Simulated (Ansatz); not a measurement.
Heating and cooling a random packing of ZnO

A packing of 14 atoms, thrown in at random and pushed apart as soft spheres with like charges further apart (7 O, 7 Zn) went through Langevin stages in a fixed cell of 13.39 Å³/atom, at one k point, without spin and with a Fermi–Dirac width of kT (0.05 eV at least). Theory: DFT PBE, scalar-relativistic, plane waves, PAW (Ansatz 0.2.0).

```tsv
thermostat (K)	duration (fs)	friction (1/fs)	cutoff (eV)	mean T (K)	mean P (GPa)	mean square displacement (Å²)
3000	48	0.030	320	3580	5.6	0.34
3000	788	0.005	420	2712	4.4	5.23
2160	480	0.005	420	2266	5.0	1.55
1200	400	0.015	420	1495	-0.6	1.15
300	200	0.015	420	333	0.1	0.11
```

Means run over the second half of a stage; pressure includes the kinetic part; displacements count from the stage's start, the atoms' common shift taken off.

Cell and atoms were then relaxed on coarser meshes and computed once more: Plane waves to 420 eV, a k mesh through Γ of 4×4×4 on the computed 14-atom cell and Gaussian smearing (0.02 eV); no spin polarisation.

Q: What structure is left?

A: One draw of many: 13.48 Å³/atom with a gap on the mesh of 1.33 eV, 0.96 eV/atom below the elements' standard states (static lattices, no corrections for gases) (a random packing after short dynamics, relaxed).

Counting as bonded all pairs within 1.2 times the summed covalent radii, but none from a metal cation to another cation:

```json
{"atom → neighbour": "O → O", "mean count": "0.29", "mean length (Å)": "1.51", "spread (Å)": "0.00"}
{"atom → neighbour": "O → Zn", "mean count": "3.29", "mean length (Å)": "2.02", "spread (Å)": "0.05"}
{"atom → neighbour": "Zn → O", "mean count": "3.29", "mean length (Å)": "2.02", "spread (Å)": "0.05"}
```

Angles between all pairs of such bonds at an atom (mean ± spread): 108 ± 13° at O, 110 ± 18° at Zn.

```yaml
crystal:
  lattice:
    - [5.95010, 0.16766, -0.76319]
    - [0.15902, 5.64033, -0.12217]
    - [-0.74740, -0.11599, 5.72398]
  atoms:
    - { symbol: Zn, position: [0.45059, 0.02300, 0.72901] }
    - { symbol: Zn, position: [0.35175, 0.57950, 0.46540] }
    - { symbol: Zn, position: [0.21722, 0.53237, 0.90339] }
    - { symbol: Zn, position: [0.92555, 0.48279, 0.53046] }
    - { symbol: Zn, position: [0.59921, 0.14843, 0.27273] }
    - { symbol: Zn, position: [0.79135, 0.59077, 0.01922] }
    - { symbol: Zn, position: [0.12602, 0.07424, 0.17673] }
    - { symbol: O, position: [0.71953, 0.90339, 0.51172] }
    - { symbol: O, position: [0.64032, 0.67968, 0.36858] }
    - { symbol: O, position: [0.48389, 0.68626, 0.81823] }
    - { symbol: O, position: [0.11156, 0.72319, 0.18028] }
    - { symbol: O, position: [0.86049, 0.29006, 0.19939] }
    - { symbol: O, position: [0.33743, 0.19080, 0.98530] }
    - { symbol: O, position: [0.35982, 0.23172, 0.46222] }
```

Cost: 6 runs of about 46 core-minutes in all (earlier runs that led there not counted), on Intel Xeon Processor @ 2.50GHz (Skylake/Cascade Lake) (shared hosts).